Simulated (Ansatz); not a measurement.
Input and command of a calculation in Ansatz (plane waves; scalar-relativistic PAW potentials unless the input names others):

```yaml
crystal:
  lattice:
    - [0.0, 1.9130224918, 2.8695337377]
    - [1.9130224918, 0.0, 2.8695337377]
    - [1.9130224918, 1.9130224918, 0.0]
  atoms:
    - { symbol: Si, position: [0.0, 0.0, 0.0] }
    - { symbol: C, position: [0.75, 0.75, 0.75] }
basis:
  ecutwfc: "800 eV"
kpoints:
  mp_grid: { grid: [12, 12, 12] }
hamiltonian:
  xc: pbe
scf:
  occupations: { method: gaussian, width: 0.05 }
output:
  forces: true
  eigenvalues: true
  stress: true
```

```bash
ansatz run input.yaml --threads 1 --pin off --max-ram 2560MiB --backend cpu --events-out ev --progress --plain --runs-dir out
```

Abridged log:
```
Basis set: ecut = 800 eV, 1049 PW (Γ), exchange–correlation on 64×64×50 points (8 copies of the dense FFT grid, shifted against one another)
Bands: 8, of which v1, the nominal top of the filled ones, is band 4 counted from 1 (3 counted from 0)
Symmetry: 8 space group operations
k-points: 163 of 1728 (time reversal used)
SCF iter   1: F=—  HF=-884.557102 eV  |F-HF|=—  |Δ(HF+E_count)|=         —  Δρ=5.43e-3  dr2=7.04e-3  ethr=1.77e-3  ⟨swp⟩=5.3  Hψ=10710  notcnv=0
SCF iter   2: F=—  HF=-884.556472 eV  |F-HF|=—  |Δ(HF+E_count)|=   6.30e-4  Δρ=3.50e-3  dr2=3.15e-3  ethr=8.80e-5  ⟨swp⟩=1.0  Hψ=2608  notcnv=0
SCF iter   3: F=—  HF=-884.555911 eV  |F-HF|=—  |Δ(HF+E_count)|=   5.60e-4  Δρ=3.51e-4  dr2=2.15e-5  ethr=3.94e-5  ⟨swp⟩=2.0  Hψ=1938  notcnv=0
SCF iter   4: F=—  HF=-884.555921 eV  |F-HF|=—  |Δ(HF+E_count)|=   9.76e-6  Δρ=6.65e-5  dr2=6.43e-7  ethr=2.68e-7  ⟨swp⟩=2.1  Hψ=1825  notcnv=0
SCF iter   5: F=-884.555922 eV  HF=-884.555922 eV  |F-HF|=1.91e-8  |Δ(HF+E_count)|=   3.50e-7  Δρ=1.37e-5  dr2=3.57e-8  ethr=8.04e-9  ⟨swp⟩=2.1  Hψ=1943  notcnv=0
SCF iter   6: F=-884.555922 eV  HF=-884.555922 eV  |F-HF|=7.02e-10  |Δ(HF+E_count)|=   6.79e-9  Δρ=2.27e-6  dr2=1.17e-9  ethr=4.47e-10  ⟨swp⟩=2.2  Hψ=4637  notcnv=0
SCF 1 converged in 6 iterations: F = -884.555922 eV  dr2 = 1.17e-9
SCF converged after 6 iterations
Free energy (F): -884.555922 eV
Harris-Foulkes:  -884.555922 eV  (|F-HF|=7.02e-10)
Internal energy: -884.553905 eV  (E = F + TS)
E sigma→0 (E₀):  -884.554913 eV
Entropy (-TS):   -0.002016 eV (-1.008 meV/atom)
Fermi energy:    10.958114 eV
--- Forces (eV/Å), atoms counted from 1 ---
  atom   1  Si     0.00000000     0.00000000     0.00000000
  atom   2  C      0.00000000     0.00000000     0.00000000
--- Stress (GPa, compression-positive) ---
       38.194380       0.000000       0.000000
        0.000000      38.194380       0.000000
        0.000000       0.000000     -81.000813
  P = ⅓ Tr σ = -1.5374 GPa (-15.374 kbar)
```

Apart from outputs and empty bands, the input differs from a reference run on usual settings in basis.ecutwfc: 420 → "800 eV". The reference, at the same geometry (not necessarily relaxed), gave pressure -1.53 GPa, largest force 0.000 eV/Å, no gap on the mesh. This run converged in 6 SCF iterations (reference: 6) with an energy at zero smearing 1.61 meV/atom below the reference's, pressure -1.54 GPa, largest force 0.000 eV/Å, no gap on the mesh.

The run took 5.8 s on 1 thread of Arm Neoverse V2, on a shared host, peak memory 0.38 GiB.